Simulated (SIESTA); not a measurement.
Set up this calculation in SIESTA 5.4.2, as the native input.

* Task: band structure
* Functional: PBEsol
* Potentials or basis: PseudoDojo 0.4 standard (PBEsol files)
* Basis: TZP (energy shift 0.003 Ry; two zetas on semicore shells)
* Grid cutoff: 800 Ry
* Energy shift: 0.003 Ry
* k mesh: 10 × 10 × 5
* Occupations: fermi-dirac, width 0.05 eV
* Spin: no spin polarisation

CuO (Tenorite):

```xyz
4
Lattice="2.3447 -1.7134 0.0000 2.3447 1.7134 0.0000 -0.8606 0.0000 5.0594" Properties=species:S:1:pos:R:3 pbc="T T T"
Cu    0.7420   -0.8457    2.5297
Cu    1.1723    0.8457    0.0000
O     1.6421    0.2841    3.8133
O     2.0724   -0.2841    1.2836
```

The input as run:

CuO.fdf

```
SystemName                      Tenorite
SystemLabel                     CuO
NumberOfSpecies                 2
NumberOfAtoms                   4
%block ChemicalSpeciesLabel
  1  29 Cu
  2   8 O
%endblock ChemicalSpeciesLabel

LatticeConstant                 1.0 Ang
%block LatticeVectors
     2.3446500000    -1.7134000000     0.0000000000
     2.3446500000     1.7134000000     0.0000000000
    -0.8605543552     0.0000000000     5.0594363927
%endblock LatticeVectors
AtomicCoordinatesFormat         Fractional
%block AtomicCoordinatesAndAtomicSpecies
     0.4968000000     0.0032000000     0.5000000000  1  Cu
     0.0032000000     0.4968000000     0.0000000000  1  Cu
     0.4056000000     0.5714000000     0.7537000000  2  O
     0.5714000000     0.4056000000     0.2537000000  2  O
%endblock AtomicCoordinatesAndAtomicSpecies

%block kgrid.MonkhorstPack
   10   0   0  0.0
    0  10   0  0.0
    0   0   5  0.0
%endblock kgrid.MonkhorstPack
XC.Functional                   GGA
XC.Authors                      PBEsol
PAO.BasisSize                   TZP
PAO.EnergyShift                 0.003 Ry
Mesh.Cutoff                     800 Ry
OccupationFunction              FD
ElectronicTemperature           0.05 eV
MaxSCFIterations                120
SCF.MustConverge                false
SCF.Mixer.Method                Pulay
SCF.Mixer.Weight                0.25
SCF.Mixer.History               8
SCF.DM.Tolerance                5.0e-05
SCF.H.Tolerance                 1.0e-03 eV
WriteForces                     true
Charge.Mulliken                 end
BandLinesScale                  ReciprocalLatticeVectors
%block BandLines
    1    0.000000   0.000000   0.000000  \Gamma
   12   -0.500000  -0.500000   0.000000  Y
    4   -0.524946  -0.524946   0.325642  F
    2   -0.500000  -0.500000   0.500000  L
    4   -0.633678  -0.366322   0.500000  I
    1   -0.366322   0.366322   0.500000  I1
   12    0.000000   0.000000   0.500000  Z
   11   -0.475054  -0.475054   0.674358  F1
    1   -0.500000  -0.500000   0.000000  Y
    4   -0.612631  -0.387369   0.000000  X1
    1   -0.387369   0.387369   0.000000  X
   13    0.000000   0.000000   0.000000  \Gamma
   10   -0.500000   0.000000   0.000000  N
    1   -0.500000   0.000000   0.500000  M
   11    0.000000   0.000000   0.000000  \Gamma
%endblock BandLines
%block PAO.Basis
  Cu 5
  n=3 0 2
    2.374 0.000
  n=4 0 3
    7.224 0.000 0.000
  n=3 1 2
    2.662 0.000
  n=4 1 1
    7.224
  n=3 2 3
    4.908 0.000 0.000
%endblock PAO.Basis
```

Potentials or basis: PseudoDojo 0.4 standard (PBEsol files), TZP (energy shift 0.003 Ry; two zetas on semicore shells).

The run is started by

```console
$ siesta < CuO.fdf > CuO.out 2>&1
```

It gave:

* Pressure: -2.4 GPa
* Largest force: 0.775 eV/Å
* Band gap on the k mesh: none (metal or under the smearing width)

Caveat: short orbitals over semicore shells can move pressures by several GPa; the basis of atomic orbitals isn't converged, which shifts pressures, moduli and gaps; the run has no spin polarisation, though such a crystal can be magnetic; semilocal functionals often make such compounds metallic where correlation or magnetic order opens a gap, which also shifts bond lengths.

Wall time 2.4 min on 1 thread of AMD EPYC 7R43 64-Core Processor (Zen 3) (shared host), peak memory 0.34 GiB.
